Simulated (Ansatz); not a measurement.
(100) slab cut from the bulk of SiNi, 15 Å of vacuum:

```yaml
crystal:
  lattice:
    - [3.25831, 0.00000, 0.00000]
    - [0.00000, 4.70939, 0.00000]
    - [0.00000, 0.00000, 24.16585]
  atoms:
    - { symbol: Si, position: [0.00000, 0.84318, 0.31036] }
    - { symbol: Ni, position: [0.00000, 0.34231, 0.31036] }
    - { symbol: Si, position: [0.50000, 0.15682, 0.37357] }
    - { symbol: Ni, position: [0.50000, 0.65769, 0.37357] }
    - { symbol: Si, position: [0.00000, 0.84318, 0.43679] }
    - { symbol: Ni, position: [0.00000, 0.34231, 0.43679] }
    - { symbol: Si, position: [0.50000, 0.15682, 0.50000] }
    - { symbol: Ni, position: [0.50000, 0.65769, 0.50000] }
    - { symbol: Si, position: [0.00000, 0.84318, 0.56321] }
    - { symbol: Ni, position: [0.00000, 0.34231, 0.56321] }
    - { symbol: Si, position: [0.50000, 0.15682, 0.62643] }
    - { symbol: Ni, position: [0.50000, 0.65769, 0.62643] }
    - { symbol: Si, position: [0.00000, 0.84318, 0.68964] }
    - { symbol: Ni, position: [0.00000, 0.34231, 0.68964] }
```

All numbers below come from DFT PBE, scalar-relativistic, plane waves, PAW (Ansatz 0.2.0). Settings: cutoff 420 eV, Γ-centred mesh 11×8×1 on the computed 14-atom cell, Gaussian smearing of 0.10 eV; no spin polarisation. The cell repeats along c with a dipole correction in the vacuum.

This base run converges in 10 iterations with a largest force of 1.024 eV/Å and a work function of 4.72 eV on the top face.

One setting at a time is then changed, some of them on purpose to poor values; changes count from the base run, energies are extrapolated to zero smearing, γ keeps the base's bulk energy, atoms stay where they are, and risky runs are capped at 50 to 100 iterations.

(1) What happens with mixing β = 0.9?

(2) What happens with k mesh 11×8×3?

(3) What happens with vacuum of 5 Å?

(4) What happens with n_extra_bands = 30?

(5) What happens with the slab thickened to 22 atoms (same faces, atoms at the bulk's places)?

In some of the runs (vacuum 5) charge leaks into the vacuum, so their work functions can be off.

## Answers

(1) It converges in 10 iterations; ΔE (meV/atom) 0.0, Δγ (J/m²) 0.000, Δφ top (eV) 0.00, largest force (eV/Å) 1.024, largest change of a force (eV/Å) 0.000.

(2) It converges in 10 iterations; ΔE (meV/atom) 0.0, Δγ (J/m²) 0.000, Δφ top (eV) 0.00, largest force (eV/Å) 1.024, largest change of a force (eV/Å) 0.000.

(3) It converges in 11 iterations; ΔE (meV/atom) -5.3, Δγ (J/m²) -0.039, Δφ top (eV) -0.71, largest force (eV/Å) 1.000, largest change of a force (eV/Å) 0.073.

(4) It converges in 10 iterations; ΔE (meV/atom) 0.0, Δγ (J/m²) 0.000, Δφ top (eV) 0.00, largest force (eV/Å) 1.024, largest change of a force (eV/Å) 0.000.

(5) It converges in 11 iterations; ΔE (meV/atom) -81.9, Δγ (J/m²) -0.010, Δφ top (eV) +0.02, largest force (eV/Å) 1.059.

The reference crystal is a form of SiNi, which isn't its usual structure.

Cost: 8 runs of about 30 core-minutes in all, on Arm Neoverse V2 (shared hosts).